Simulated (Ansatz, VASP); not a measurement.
**Ta: VASP beside Ansatz**

The input POSCAR:

```
Ta
1.0
    0.0000000000      2.0754001591      2.0754001591
    2.0754001591      0.0000000000      2.0754001591
    2.0754001591      2.0754001591      0.0000000000
Ta
1
Direct
    0.0000000000      0.0000000000      0.0000000000
```

Contents of INCAR.step1:

```
PREC = Accurate
ENCUT = 520
ISMEAR = -1
SIGMA = 0.1
LREAL = F
LASPH = T
NELM = 100
NBANDS = 12
GGA = PE
ALGO = Normal
EDIFF = 1E-4
LWAVE = T
LCHARG = F
```

The input INCAR.step2:

```
PREC = Accurate
ENCUT = 520
EDIFF = 1E-6
ISMEAR = -1
SIGMA = 0.1
LREAL = F
LASPH = T
NELM = 100
ALGO = Normal
ISIF = 2
LWAVE = F
LCHARG = F
METAGGA = R2SCAN
LMIXTAU = T
NBANDS = 12
ISTART = 1
```

KPOINTS

```
regular mesh
0
Gamma
  14 14 14
```

Input for Ansatz:

```yaml
crystal:
  lattice:
    - [0.0, 2.0754001591, 2.0754001591]
    - [2.0754001591, 0.0, 2.0754001591]
    - [2.0754001591, 2.0754001591, 0.0]
  atoms:
    - { symbol: Ta, position: [0.0, 0.0, 0.0] }
hamiltonian:
  xc: r2scan
  pseudopotentials:
    kind: paw
    azcp:
      Ta: "pseudopotentials/Ta.paw.azcp"
basis:
  ecutwfc: 500
  fft_grid_basis: typed
kpoints:
  mp_grid: { grid: [14, 14, 14], shift: [0, 0, 0] }
magnetization:
  spin_polarized: false
scf:
  occupations: { method: fermi_dirac, width: 0.1 }
  lower_state_search: "off"
output:
  stress: true
  write_density: true
  write_potential: true
  elf: true
  volumetric_format: npy
```

Alike in both runs: task single point; functional r2SCAN; k mesh 14 × 14 × 14; occupations fermi-dirac, width 0.1 eV; no spin polarisation.

|  | VASP | Ansatz |
| --- | --- | --- |
| version | VASP 6.6.1 | Ansatz 0.2.0 |
| potentials or method | VASP PAW PBE potentials, release 64 (Ta_pv) | plane waves (500 eV) with PAW, scalar-relativistic |
| plane-wave cutoff (eV) | 520 | 500 |
| valence electrons in the cell | 11 | 13 |

Ansatz gave:

* pressure (GPa): 8.8

Task: Which values does VASP return?

Result: Pressure (GPa): 9.4.

With one functional, cell and mesh, what is left measures potentials, basis and numerics. The two sets of potentials don't hold the same shells in valence.

Caveats: the PAW data sets were made with another functional, which shifts forces and pressure a little (VASP). The runs have no spin-orbit coupling, so splittings on Ta are missing.
